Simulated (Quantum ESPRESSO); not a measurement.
**Easy axis of CoO with Quantum ESPRESSO**

Aim: the energy of CoO with its moments along several crystal axes.

Method: PBE; plane waves with PseudoDojo 0.4.1 SR PBE standard potentials, then spin–orbit coupling on the fully relativistic files of the same set, in Quantum ESPRESSO 7.5.

## 1. Starting point

Symmetry: I4/mmm, No. 139, tetragonal system. The conventional cell has a = 3.016 Å, b = 3.016 Å, c = 4.214 Å, α = 90.00°, β = 90.00°, γ = 90.00°. Co has 6 O at 2.11 to 2.13 Å nearest. O has 6 Co at 2.11 to 2.13 Å nearest. Farther neighbours and most contacts between anions are not listed.

As a file:

```cif
data_structure
_symmetry_space_group_name_H-M 'P 1'
_symmetry_Int_Tables_number 1
_cell_length_a 2.9981
_cell_length_b 2.9981
_cell_length_c 2.9981
_cell_angle_alpha 119.605
_cell_angle_beta 119.605
_cell_angle_gamma 90.686
_cell_volume 19.17
loop_
_atom_site_label
_atom_site_type_symbol
_atom_site_fract_x
_atom_site_fract_y
_atom_site_fract_z
_atom_site_occupancy
Co1 Co 0.00000 0.00000 0.00000 1
O2 O 0.50000 0.50000 0.00000 1
```

The cell comes from the Crystallography Open Database.

## 2. Collinear run on scalar-relativistic files

Contents of pw.in:

```
&CONTROL
  calculation = 'scf'
  prefix = 'pwscf'
  outdir = './tmp'
  pseudo_dir = './pseudo'
  disk_io = 'low'
/
&SYSTEM
  ibrav = 0
  celldm(1) = 8
  nat = 2
  ntyp = 2
  ecutwfc = 72
  nbnd = 20
  occupations = 'smearing'
  smearing = 'fd'
  degauss = 0.00734986
  nspin = 2
  starting_magnetization(1) = 0.1765
  starting_magnetization(2) = 0
/
&ELECTRONS
  conv_thr = 4d-11
  electron_maxstep = 150
  mixing_beta = 0.3
/
ATOMIC_SPECIES
Co     58.9332 Co.upf
O      15.9990 O.upf
CELL_PARAMETERS alat
  -0.3562133744920    0.3562133744920    0.4977650903806
   0.3562133744920   -0.3562133744920    0.4977650903806
   0.3562133744920    0.3562133744920   -0.4977650903806
ATOMIC_POSITIONS crystal
Co      0.0000000000    0.0000000000    0.0000000000
O       0.5000000000    0.5000000000    0.0000000000
K_POINTS automatic
10 10 10 0 0 0
```

The run is started by

```bash
OMP_NUM_THREADS=1 mpirun -n 4 pw.x -nk 4 -in pw.in > pw.out
```

Log:

```text
Program PWSCF v.7.5 starts

     Message from routine setup:
     using ibrav=0 with symmetry is DISCOURAGED, use correct ibrav instead

     K-points division:     npool     =       4
     Subspace diagonalization in iterative solution of the eigenvalue problem:

     G-vector sticks info
     --------------------
     sticks:   dense  smooth     PW     G-vecs:    dense   smooth      PW
     Sum         741     741    269                10721    10721    2349

     Using Slab Decomposition

     bravais-lattice index     =            0
     lattice parameter (alat)  =       8.0000  a.u.
     unit-cell volume          =     129.3525 (a.u.)^3
     number of atoms/cell      =            2
     number of atomic types    =            2
     number of electrons       =        23.00
     number of Kohn-Sham states=           20
     kinetic-energy cutoff     =      72.0000  Ry
     charge density cutoff     =     288.0000  Ry
     scf convergence threshold =      4.0E-11
     mixing beta               =       0.3000
     number of iterations used =            8  plain     mixing
     Exchange-correlation= PBE
                           (   1   4   3   4   0   0   0)

     celldm(1)=   8.000000  celldm(2)=   0.000000  celldm(3)=   0.000000
     celldm(4)=   0.000000  celldm(5)=   0.000000  celldm(6)=   0.000000

     crystal axes: (cart. coord. in units of alat)
               a(1) = (  -0.356213   0.356213   0.497765 )
               a(2) = (   0.356213  -0.356213   0.497765 )
               a(3) = (   0.356213   0.356213  -0.497765 )

     reciprocal axes: (cart. coord. in units 2 pi/alat)
               b(1) = ( -0.000000  1.403653  1.004490 )
               b(2) = (  1.403653 -0.000000  1.004490 )
               b(3) = (  1.403653  1.403653  0.000000 )

     PseudoPot. # 1 for Co read from file:
     Co.upf
     Pseudo is Norm-conserving + core correction, Zval = 17.0
     Generated using ONCVPSP code by D. R. Hamann
     Using radial grid of 1388 points,  6 beta functions with:
                l(1) =   0
                l(2) =   0
                l(3) =   1
                l(4) =   1
                l(5) =   2
                l(6) =   2

     PseudoPot. # 2 for O  read from file:
     O.upf
     Pseudo is Norm-conserving + core correction, Zval =  6.0
     Generated using ONCVPSP code by D. R. Hamann
     Using radial grid of  936 points,  5 beta functions with:
                l(1) =   0
                l(2) =   0
                l(3) =   1
                l(4) =   1
                l(5) =   2

     atomic species   valence    mass     pseudopotential
     Co               17.00    58.93320     Co( 1.00)
     O                 6.00    15.99900     O ( 1.00)

     Starting magnetic structure
     atomic species   magnetization
     Co              0.176
     O               0.000

     16 Sym. Ops., with inversion, found

   Cartesian axes

     site n.     atom                  positions (alat units)
         1        Co     tau(   1) = (   0.0000000   0.0000000   0.0000000  )
         2        O      tau(   2) = (   0.0000000   0.0000000   0.4977651  )

     number of k points=   102  Fermi-Dirac smearing, width (Ry)=  0.0073

     Number of k-points >= 100: set verbosity='high' to print them.

     Dense  grid:    10721 G-vectors     FFT dimensions: (  32,  32,  32)

     Check: negative core charge=   -0.000004
     Generating pointlists ...
     new r_m :   0.2053 (alat units)  1.6426 (a.u.) for type    1
     new r_m :   0.2053 (alat units)  1.6426 (a.u.) for type    2

     Initial potential from superposition of free atoms

     starting charge      22.9997, renormalised to      23.0000
     Starting wfcs are   14 randomized atomic wfcs +    6 random wfcs

     Self-consistent Calculation

     iteration #  1     ecut=    72.00 Ry     beta= 0.30
     Davidson diagonalization with overlap
     ethr =  1.00E-02,  avg # of iterations =  4.9

     total energy              =    -338.98872378 Ry
     estimated scf accuracy    <       0.26534042 Ry

     total magnetization       =     3.00 Bohr mag/cell
     absolute magnetization    =     3.00 Bohr mag/cell

     iteration #  2     ecut=    72.00 Ry     beta= 0.30
     Davidson diagonalization with overlap
     ethr =  1.15E-03,  avg # of iterations =  1.6

     total energy              =    -339.02643438 Ry
     estimated scf accuracy    <       0.07067878 Ry

     total magnetization       =     2.63 Bohr mag/cell
     absolute magnetization    =     2.63 Bohr mag/cell

     iteration #  3     ecut=    72.00 Ry     beta= 0.30
     Davidson diagonalization with overlap
     ethr =  3.07E-04,  avg # of iterations =  1.3

     total energy              =    -339.03838232 Ry
     estimated scf accuracy    <       0.02435623 Ry

     total magnetization       =     2.91 Bohr mag/cell
     absolute magnetization    =     2.91 Bohr mag/cell

     [... further iterations left out ...]

     iteration # 13     ecut=    72.00 Ry     beta= 0.30
     Davidson diagonalization with overlap
     ethr =  5.41E-11,  avg # of iterations =  2.0

     total energy              =    -339.04432873 Ry
     estimated scf accuracy    <          1.3E-09 Ry

     total magnetization       =     2.94 Bohr mag/cell
     absolute magnetization    =     2.96 Bohr mag/cell

     iteration # 14     ecut=    72.00 Ry     beta= 0.30
     Davidson diagonalization with overlap
     ethr =  5.86E-12,  avg # of iterations =  1.1

     total energy              =    -339.04432873 Ry
     estimated scf accuracy    <          3.9E-10 Ry

     total magnetization       =     2.94 Bohr mag/cell
     absolute magnetization    =     2.96 Bohr mag/cell

     iteration # 15     ecut=    72.00 Ry     beta= 0.30
     Davidson diagonalization with overlap
     ethr =  1.68E-12,  avg # of iterations =  2.0

     total energy              =    -339.04432873 Ry
     estimated scf accuracy    <          7.1E-11 Ry

     total magnetization       =     2.94 Bohr mag/cell
     absolute magnetization    =     2.96 Bohr mag/cell

     iteration # 16     ecut=    72.00 Ry     beta= 0.30
     Davidson diagonalization with overlap
     ethr =  3.07E-13,  avg # of iterations =  2.0

     Magnetic moment per site  (integrated on atomic sphere of radius R)
     atom   1 (R=0.205)  charge= 14.5765  magn=  2.4932
     atom   2 (R=0.205)  charge=  5.7286  magn=  0.3314

     End of self-consistent calculation

     Number of k-points >= 100: set verbosity='high' to print the bands.

     the Fermi energy is    14.3343 ev

!    total energy              =    -339.04432873 Ry
     estimated scf accuracy    <          2.2E-11 Ry
     smearing contrib. (-TS)   =      -0.00809023 Ry
     internal energy E=F+TS    =    -339.03623850 Ry

     The total energy is F=E-TS. E is the sum of the following terms:
     one-electron contribution =    -152.15672514 Ry
     hartree contribution      =      90.87001965 Ry
     xc contribution           =     -64.45709708 Ry
     ewald contribution        =    -213.29243594 Ry

     total magnetization       =     2.94 Bohr mag/cell
     absolute magnetization    =     2.96 Bohr mag/cell

     convergence has been achieved in  16 iterations

=------------------------------------------------------------------------------=
   JOB DONE.
=------------------------------------------------------------------------------=
```

Wall time 26 s (4 MPI ranks of Arm Neoverse V1, shared host); peak memory 0.28 GiB.

Spin moment in the atom's sphere by atom:

```tsv
atom	spin moment in the atom's sphere (μB)
Co1	2.49
O2	0.33
```

This step gave:

* smearing term TS: 0.1101 eV
* magnetization: 2.94 μB
* absolute magnetization: 2.959 μB
* final state: ferromagnetic

## 3. One pass along [001] on 13×13×13

Each pass runs in a folder of its own that holds a copy of a collinear save from that input. The collinear spin density is turned to the axis, and its potential is diagonalised once with spin–orbit coupling on fully relativistic PseudoDojo files; the sums over occupied states, with the smearing term, are then compared.

Contents of pass.in:

```
&CONTROL
  calculation = 'nscf'
  prefix = 'pwscf'
  outdir = './tmp'
  pseudo_dir = './pseudo_fr'
  disk_io = 'low'
/
&SYSTEM
  ibrav = 0
  celldm(1) = 8
  nat = 2
  ntyp = 2
  ecutwfc = 72
  nbnd = 36
  occupations = 'smearing'
  smearing = 'fd'
  degauss = 0.00734986
  noncolin = .true.
  lspinorb = .true.
  lforcet = .true.
  starting_magnetization(1) = 0.1765
  angle1(1) = 0
  angle2(1) = -0
  starting_magnetization(2) = 0
  angle1(2) = 0
  angle2(2) = -0
/
&ELECTRONS
  conv_thr = 4d-11
  electron_maxstep = 150
  mixing_beta = 0.3
  startingpot = 'file'
  startingwfc = 'random'
  diago_thr_init = 1d-09
  diago_full_acc = .true.
/
ATOMIC_SPECIES
Co     58.9332 Co.upf
O      15.9990 O.upf
CELL_PARAMETERS alat
  -0.3562133744920    0.3562133744920    0.4977650903806
   0.3562133744920   -0.3562133744920    0.4977650903806
   0.3562133744920    0.3562133744920   -0.4977650903806
ATOMIC_POSITIONS crystal
Co      0.0000000000    0.0000000000    0.0000000000
O       0.5000000000    0.5000000000    0.0000000000
K_POINTS automatic
13 13 13 0 0 0
```

The run is started by

```bash
OMP_NUM_THREADS=1 mpirun -n 4 pw.x -nk 4 -in pass.in > pass.out
```

Log:

```text
[banner, memory and clock lines left out]
Program PWSCF v.7.5 starts

     Fixed quantization axis for GGA:     0.000000   -0.000000    1.000000
     Message from routine setup:
     using ibrav=0 with symmetry is DISCOURAGED, use correct ibrav instead

     bravais-lattice index     =            0
     lattice parameter (alat)  =       8.0000  a.u.
     unit-cell volume          =     129.3525 (a.u.)^3
     number of atoms/cell      =            2
     number of atomic types    =            2
     number of electrons       =        23.00
     number of Kohn-Sham states=           36
     kinetic-energy cutoff     =      72.0000  Ry
     charge density cutoff     =     288.0000  Ry
     Exchange-correlation= PBE
                           (   1   4   3   4   0   0   0)
     Noncollinear calculation with spin-orbit

     [... lines left out ...]
     PseudoPot. # 1 for Co read from file:
     Co.upf
     Pseudo is Norm-conserving + core correction, Zval = 17.0

     PseudoPot. # 2 for O  read from file:
     O.upf
     Pseudo is Norm-conserving + core correction, Zval =  6.0

     atomic species   valence    mass     pseudopotential
     Co               17.00    58.93320     Co( 1.00)
     O                 6.00    15.99900     O ( 1.00)

     16 Sym. Ops., with inversion, found

   Cartesian axes

     site n.     atom                  positions (alat units)
         1        Co     tau(   1) = (   0.0000000   0.0000000   0.0000000  )
         2        O      tau(   2) = (   0.0000000   0.0000000   0.4977651  )

     number of k points=   196  Fermi-Dirac smearing, width (Ry)=  0.0073

     Number of k-points >= 100: set verbosity='high' to print them.

     Dense  grid:    10721 G-vectors     FFT dimensions: (  32,  32,  32)

     Check: negative core charge=   -0.000004
     Generating pointlists ...
     new r_m :   0.2053 (alat units)  1.6426 (a.u.) for type    1
     new r_m :   0.2053 (alat units)  1.6426 (a.u.) for type    2
     Message from routine read_rhog:
     some spin components not found

 -----------
Spin angles Theta, Phi (degree) =   0.0000 -0.0000
 -----------

     The potential is recalculated from file :
     [... lines left out ...]
     Starting wfcs are random

     Band Structure Calculation
     Davidson diagonalization with overlap

     ethr =  1.00E-09,  avg # of iterations = 23.9

     End of band structure calculation

     Number of k-points >= 100: set verbosity='high' to print the bands.

     the Fermi energy is    14.3565 ev
     (compare with:    14.3343 eV, computed in scf)
```

Wall time 47 s (4 MPI ranks); peak memory 0.5 GiB.

## 4. One pass along [100] on 13×13×13

Changes to pass.in since step 3:

```diff
@@ -21,7 +21,7 @@
   starting_magnetization(1) = 0.1765
-  angle1(1) = 0
-  angle2(1) = -0
+  angle1(1) = 90
+  angle2(1) = 0
   starting_magnetization(2) = 0
-  angle1(2) = 0
-  angle2(2) = -0
+  angle1(2) = 90
+  angle2(2) = 0
 /
```

Log:

```text
     [... lines left out ...]
Program PWSCF v.7.5 starts
     [... lines left out ...]
     number of atoms/cell      =            2
     [... lines left out ...]
     number of electrons       =        23.00
     number of Kohn-Sham states=           36
     kinetic-energy cutoff     =      72.0000  Ry
     charge density cutoff     =     288.0000  Ry
     [... lines left out ...]
     Noncollinear calculation with spin-orbit
     [... lines left out ...]
      8 Sym. Ops., with inversion, found
     [... lines left out ...]
     number of k points=   343  Fermi-Dirac smearing, width (Ry)=  0.0073
     [... lines left out ...]
Spin angles Theta, Phi (degree) =  90.0000  0.0000
     [... lines left out ...]
     the Fermi energy is    14.3567 ev
     (compare with:    14.3343 eV, computed in scf)
```

It took 82 s on 4 MPI ranks; peak memory 0.72 GiB; 5.4 min of CPU time.

## 5. One pass along [110] on 13×13×13

Changes to pass.in since step 4:

```diff
@@ -22,6 +22,6 @@
   angle1(1) = 90
-  angle2(1) = 0
+  angle2(1) = 45
   starting_magnetization(2) = 0
   angle1(2) = 90
-  angle2(2) = 0
+  angle2(2) = 45
 /
```

Log:

```text
     [... lines left out ...]
Program PWSCF v.7.5 starts
     [... lines left out ...]
     number of atoms/cell      =            2
     [... lines left out ...]
     number of electrons       =        23.00
     number of Kohn-Sham states=           36
     kinetic-energy cutoff     =      72.0000  Ry
     charge density cutoff     =     288.0000  Ry
     [... lines left out ...]
     Noncollinear calculation with spin-orbit
     [... lines left out ...]
      8 Sym. Ops., with inversion, found
     [... lines left out ...]
     number of k points=   343  Fermi-Dirac smearing, width (Ry)=  0.0073
     [... lines left out ...]
Spin angles Theta, Phi (degree) =  90.0000 45.0000
     [... lines left out ...]
     the Fermi energy is    14.3566 ev
     (compare with:    14.3343 eV, computed in scf)
```

Run time: 81 s. Hardware: 4 MPI ranks; peak memory 0.71 GiB.

## 6. The smearing term

The sum of energies times occupations is what pw.x prints as eband (for fewer than 100 k points). With Fermi–Dirac smearing the quantity to compare holds −TS as well, computed here from the energies and weights in the run's XML file (meV a cell, from the first axis, mesh 13×13×13):

```tsv
axis	plain sum	−TS	free energy
[001]	0.0000	0.0000	0.0000
[100]	0.6210	-0.2582	0.3628
[110]	0.6130	-0.2541	0.3589
```

## 7. Shares of the atoms

projwfc.x runs in the folder of each pass; ef_0 is the Fermi energy of the pass along the first axis on this mesh. The input for the second axis:

Contents of projwfc.in:

```
&PROJWFC
  prefix = 'pwscf'
  outdir = './tmp'
  lsym = .false.
  filproj = 'proj'
  lforcet = .true.
  ef_0 = 14.35654088
  ngauss = -99
  degauss = 0.00734986
  DeltaE = 0.05
/
```

The run is started by

```bash
OMP_NUM_THREADS=1 mpirun -n 4 projwfc.x -nk 4 -in projwfc.in > projwfc.out
```

Elapsed: 3.9 s, on 4 MPI ranks; peak memory 0.23 GiB; 17 s of CPU time.

The plain sum projected on atomic orbitals, with energies counted from the first axis' chemical potential (meV, from the first axis):

```tsv
atom	[100]	[110]
Co1	0.536	0.528
O2	0.082	0.083
```

## 8. Side by side

A pass yields neither state nor moment: for the force theorem these columns are the collinear run's. Anisotropy, by row:

```tsv
way	mesh	axis	state	energy less the first axis' (meV a primitive cell)	largest spin moment (μB)	CPU time (s)
force theorem	13x13x13	[001]	ferromagnetic	0	2.493	186.2
force theorem	13x13x13	[100]	ferromagnetic	0.3628	2.493	326.3
force theorem	13x13x13	[110]	ferromagnetic	0.3589	2.493	323.8
```

## 9. Outcome

```yaml
state: ferromagnetic
largest_spin_moment: 2.49 μB
easy_axis_of_those_tried_on_this_mesh: [001]
energy_along_100_less_001_force_theorem: 0.363 meV a primitive cell, 3.0 MJ/m³
```

On 13×13×13, leaving out the smearing term would shift a difference by 0.26 meV, against 0.36 meV for the largest. On 13×13×13, in the projected sum for [100] the largest share falls on Co1; the shares lack the smearing term and what the atomic orbitals miss, so they do not add up to the whole. On this mesh the moments prefer [001] among the axes tried. One mesh cannot show that the size is converged, and with itinerant moments even the sign can change with the mesh. Shape anisotropy is not included. The moments were started parallel in the primitive cell; if the crystal orders otherwise, its anisotropy is another. Energies are free energies at an electronic temperature of 1160 K, which lowers moments and differences where the moments are itinerant. No Hubbard term acts here. In such compounds local and semilocal functionals without one often delocalise the d electrons, and can shrink or lose moments and miss the size, sign and order of the couplings. The cutoff lies under the 96 Ry that these files are usually run at. The smearing term is large for its width, so states at the Fermi level are partly filled: at this level the cell is a metal or has a gap of a few widths at most.

[Logs and program files are shortened in this print: banners, set-up blocks, solver, clock and traceback lines can be left out without a mark of their own.]

[Logs are printed without paths, hosts, clocks, repeated set-up lines and the standing remarks that a program may print on its own settings, such as how far it seeks lower states.]

[Hosts, paths, dates, database ids (printed as entryN), source tags and the programs' standing remarks are cut or masked in the printed files.]

[Where a cell is said to come from a database of computed structures, the database is the Materials Project.]
